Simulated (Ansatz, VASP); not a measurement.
**Two plane-wave programs on Ag**

```
Ag
1.0
     2.88578    0.00000    0.00000
    -1.44289    2.49916    0.00000
     0.00000    0.00000   20.81283
Ag
8
Direct
  0.00000 0.00000 0.06660
  0.00000 0.00000 0.56660
  0.00000 0.00000 0.43340
  0.00000 0.00000 0.93340
  0.33333 0.66667 0.18342
  0.66667 0.33333 0.68342
  0.33333 0.66667 0.31658
  0.66667 0.33333 0.81658
```

Alike in both runs: functional PBE; k mesh 6 × 6 × 2; occupations gaussian, width 0.1 eV; no spin polarisation.

Ansatz relaxed the structure, and its values are those at the end. VASP's run is a single point on that final structure, the one shown.

```csv
,VASP,Ansatz
version,VASP 6.6.1,Ansatz 0.2.0
potentials or method,"VASP PAW PBE potentials, release 64 (Ag)","scalar-relativistic, plane waves, PAW"
plane-wave cutoff (eV),520,420
valence electrons in the cell,88,152
```

```tsv
	VASP	Ansatz	Ansatz less VASP
gap on the k mesh at the Fermi level (eV)	none	none	-
pressure (GPa)	0.0	0.0	+0.06
rms of the force components (eV/Å)	0.002	0.003	+0.0013
```

A gap of «none» marks a metal or a gap that the smearing closes. The two sets of potentials don't hold the same shells in valence.

Caveats: the k mesh is coarse (spacing up to 0.42 Å⁻¹), so the values aren't converged.
